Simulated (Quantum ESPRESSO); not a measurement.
# WC (Qusongite) in Quantum ESPRESSO: the effect of functional

Crystal: WC (Qusongite).

```
CELL_PARAMETERS angstrom
2.90650 0.00000 0.00000
-1.45325 2.51710 0.00000
0.00000 0.00000 2.83660
ATOMIC_POSITIONS crystal
W 0.00000 0.00000 0.00000
C 0.66667 0.33333 0.50000
```

Alike in all runs:

```yaml
Program: Quantum ESPRESSO 7.5
Task: phonons
Cutoff: 1116 eV
Density_cutoff: 4463 eV
k_mesh: 7 × 7 × 6
Occupations: cold, width 0.2 eV
Spin: no spin polarisation
```

Each run relaxes the cell or the atoms first.

Problem. One run gave: relaxed volume 10.92 Å³/atom; highest phonon frequency 572 cm⁻¹. Which functional did it use?
A. BLYP
B. PBEsol
C. PW91
D. vdW-DF-cx
E. LDA

Solution. A.

```tsv
functional	potentials or basis	relaxed volume (Å³/atom)	highest phonon frequency (cm⁻¹)
LDA	PseudoDojo 0.4.1 SR LDA standard	10.12	634
PBEsol	PseudoDojo 0.4.1 SR PBEsol standard	10.31	628
PW91	PseudoDojo 0.4.1 SR PBE standard	10.56	607
RPBE	PseudoDojo 0.4.1 SR PBE standard	10.63	607
BLYP	PseudoDojo 0.4.1 SR PBE standard	10.92	572
vdW-DF-cx	PseudoDojo 0.4.1 SR PBE standard	10.38	623
```

Caveats: all runs use coarse meshes; the mesh is thin for the phonons of a metal; the potentials were made for another functional, which shifts forces and pressure (some runs).

Runs at the PBE level aren't shown here.
